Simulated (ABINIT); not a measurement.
HfO2:

```
Hf O
1.0
     0.00000    2.55750    2.55750
     2.55750    0.00000    2.55750
     2.55750    2.55750    0.00000
Hf O
1 2
Direct
  0.00000 0.00000 0.00000
  0.75000 0.75000 0.75000
  0.25000 0.25000 0.25000
```

Measurements of this composition are mostly on another form, of space group No. 14.

Program: ABINIT 10.8.3 (patched build). Alike in all runs: no spin polarisation; cell as given; smearing fermi-dirac 0.05 eV.

Q: Order these runs on this cell by their band gap on the k mesh, lowest first.
A. level TB-mBJ; potentials or basis JTH PAW LDA v2.0; k mesh 9 × 9 × 9; cutoff (eV) 762; fine-grid cutoff 1360.57 eV; mesh quality not flagged
B. level LDA; potentials or basis JTH PAW LDA v2.0; k mesh 12 × 12 × 12; cutoff (eV) 626; fine-grid cutoff 1224.51 eV; mesh quality not flagged
C. level r2SCAN; potentials or basis JTH PAW PBE v2.0; k mesh 5 × 5 × 5; cutoff (eV) 762; fine-grid cutoff 1360.57 eV; mesh quality coarse
D. level PBEsol; potentials or basis JTH PAW PBE v2.0; k mesh 7 × 7 × 7; cutoff (eV) 626; fine-grid cutoff 1224.51 eV; mesh quality not flagged
E. level r2SCAN; potentials or basis JTH PAW PBE v2.0; k mesh 4 × 4 × 4; cutoff (eV) 762; fine-grid cutoff 1360.57 eV; mesh quality coarse

A: B (3.52 eV), D (3.79 eV), E (4.23 eV), C (4.54 eV), A (5.85 eV).

Caveats: some runs use coarse meshes; spin-orbit coupling is left out, which moves the levels of the heavy elements; an odd mesh through Γ misses points on the zone boundary, where band edges often lie (some runs); the constant c of TB-mBJ comes from the pseudo density here, which moves gaps by up to 0.3 eV between sets of potentials (some runs).

Not every run made on this cell is shown here.
